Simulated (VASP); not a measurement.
# Hf: molecular dynamics with a thermostat

Hf, P6/mmm (no. 191), 12 atoms in the cell. PBE, molecular dynamics; PAW potentials Hf (PBE set).

Ensemble: Nose-Hoover chain; Target temperature (K): 1600.

## Input

INCAR:
```
ALGO = Fast ; EDIFF = 1E-6
ENCUT = 220 ; GGA = PE
IBRION = 0 ; ISIF = 2
ISMEAR = -1 ; ISYM = 0
KPAR = 2 ; LASPH = T
LCHARG = F ; LREAL = Auto
LWAVE = F ; MDALGO = 4
NELM = 60 ; NELMIN = 4
NHC_NCHAINS = 3 ; NHC_PERIOD = 30
NSW = 60 ; POTIM = 4.0
PREC = Normal ; RANDOM_SEED = 342971 0 0
SIGMA = 0.069 ; TEBEG = 1600
```

KPOINTS:
```
k-points
0
Gamma
  3 2 2
```

POSCAR:
```
Hf
1.0
    4.9623295440      0.0000000000      0.0000000000
    0.0000000000      8.5950068940      0.0000000000
    0.0000000000      0.0000000000      6.1724645000
Hf
12
Direct
    0.0000000000      0.0000000000      0.0000000000
    0.0000000000      0.0000000000      0.5000000000
    0.5000000000      0.5000000000      0.0000000000
    0.5000000000      0.5000000000      0.5000000000
    0.0000000000      0.3333333334      0.2500000000
    0.0000000000      0.3333333334      0.7500000000
    0.4999999999      0.8333333334      0.2500000000
    0.4999999999      0.8333333334      0.7500000000
    0.5000000000      0.1666666666      0.2500000000
    0.5000000000      0.1666666666      0.7500000000
    0.0000000001      0.6666666666      0.2500000000
    0.0000000001      0.6666666666      0.7500000000
```

Commands:
```
cat potpaw_PBE.64/Hf/POTCAR > POTCAR
mpirun -np 2 vasp_std > vasp.out
```

## Result

- Mean temperature (K): 1030
- Rise of the mean potential energy above the start (meV/atom): 102.0
- Electronic steps per ionic step after the first: 5.5

Course of the run:

| Time (fs) | Temperature (K) | Potential energy less the first (meV/atom) |
|---|---|---|
| 4 | 1600 | 0.0 |
| 24 | 1415 | 22.1 |
| 40 | 1070 | 63.7 |
| 60 | 613 | 120.2 |
| 76 | 386 | 149.7 |
| 96 | 372 | 155.6 |
| 112 | 540 | 141.7 |
| 132 | 836 | 119.7 |
| 148 | 1038 | 108.9 |
| 168 | 1214 | 103.3 |
| 184 | 1332 | 99.6 |
| 204 | 1447 | 96.5 |
| 220 | 1476 | 100.5 |
| 240 | 1367 | 121.6 |

REPORT:
```
MDALGO =   4
           NHC_NCHAINS =   3
            NHC_PERIOD =    30
            NHC_NRESPA =    1
                NHC_NS =  1
               SCALING =       0
                 CNEXP =     9.000   14.000
           RANDOM_SEED =            342971                0                0

   original number of atomic DOF:         33
   number of independent constraints:      0
   number of active DOF:                  33

========================================
         MD step No.       1
========================================

  Atomic velocities initialized by STEP_tb

  >Nose-Hoover_chains
                       xs       vs(fs^-1)
   nhc_s>   0.15008459E-07   0.15006896E-07
   nhc_s>  -0.13889371E-03  -0.13889853E-03
   nhc_s>  -0.13888889E-03  -0.13886960E-03

  >Energies
                    E_tot             E_pot             E_kin               EPS                ES
   e_b>   -0.11703887E+03   -0.11931410E+03    0.22752356E+01    0.38296840E-04   -0.38231869E-04

  >Temperature
               T_sim     T_inst
   tmprt>   1600.000   1600.173

           RANDOM_SEED =            342971               72                0

[... steps left out ...]

========================================
         MD step No.      60
========================================

  >Nose-Hoover_chains
                       xs       vs(fs^-1)
   nhc_s>  -0.45289424E+00  -0.11939274E-02
   nhc_s>   0.18039465E+01   0.63676354E-02
   nhc_s>   0.81250962E+00   0.22147867E-01

  >Energies
                    E_tot             E_pot             E_kin               EPS                ES
   e_b>   -0.11703693E+03   -0.11785473E+03    0.19437990E+01    0.57390801E+00   -0.16999074E+01

  >Temperature
               T_sim     T_inst
   tmprt>   1600.000   1367.074

           RANDOM_SEED =            342971               72                0
```

OSZICAR:
```
N       E                     dE             d eps       ncg     rms          rms(c)
DAV:   1    -0.729984991886E+01   -0.72998E+01   -0.10052E+04   496   0.603E+02
DAV:   2    -0.111609076450E+03   -0.10431E+03   -0.97468E+02   607   0.115E+02
DAV:   3    -0.123289664796E+03   -0.11681E+02   -0.11093E+02   800   0.311E+01
DAV:   4    -0.123875673906E+03   -0.58601E+00   -0.55684E+00   776   0.696E+00
DAV:   5    -0.123909499576E+03   -0.33826E-01   -0.32747E-01   785   0.131E+00    0.337E+01
RMM:   6    -0.120910553505E+03    0.29989E+01   -0.12045E+00   496   0.480E+00    0.176E+01
RMM:   7    -0.119271661550E+03    0.16389E+01   -0.32070E+00   512   0.714E+00    0.178E+00
RMM:   8    -0.119301243545E+03   -0.29582E-01   -0.45256E-01   582   0.202E+00    0.967E-01
RMM:   9    -0.119310457336E+03   -0.92138E-02   -0.15603E-01   621   0.118E+00    0.478E-01
RMM:  10    -0.119314088982E+03   -0.36316E-02   -0.37265E-02   575   0.523E-01    0.382E-01
RMM:  11    -0.119313735373E+03    0.35361E-03   -0.12497E-02   636   0.294E-01    0.539E-02
RMM:  12    -0.119314033052E+03   -0.29768E-03   -0.41657E-03   695   0.145E-01    0.551E-02
[... left out ...]
[... last step whole ...]
       N       E                     dE             d eps       ncg     rms          rms(c)
DAV:   1    -0.117854628023E+03    0.69476E-01   -0.15924E-02   960   0.490E-01    0.241E-02
RMM:   2    -0.117854685639E+03   -0.57616E-04   -0.90869E-04   504   0.129E-01    0.872E-03
RMM:   3    -0.117854719599E+03   -0.33960E-04   -0.34405E-04   690   0.425E-02    0.769E-03
RMM:   4    -0.117854726176E+03   -0.65773E-05   -0.78102E-05   675   0.157E-02    0.506E-03
RMM:   5    -0.117854727266E+03   -0.10897E-05   -0.15901E-05   493   0.757E-03    0.283E-03
RMM:   6    -0.117854727598E+03   -0.33188E-06   -0.35314E-06   365   0.412E-03
     60 T=  1367. E= -.11702760E+03 F= -.11785473E+03 E0= -.11778191E+03  EK= 0.19531E+01 SP= -.17E+01 SK= 0.57E+00
```

Limits: 240 fs of 12 atoms are too short for converged averages; the cell is only 5.0 Å across, so each atom moves in step with near copies of itself.

VASP 6.6.1 took 452 s on 2 cores (Intel Xeon Platinum 8259CL @ 2.50GHz (Skylake/Cascade Lake)), a shared host.
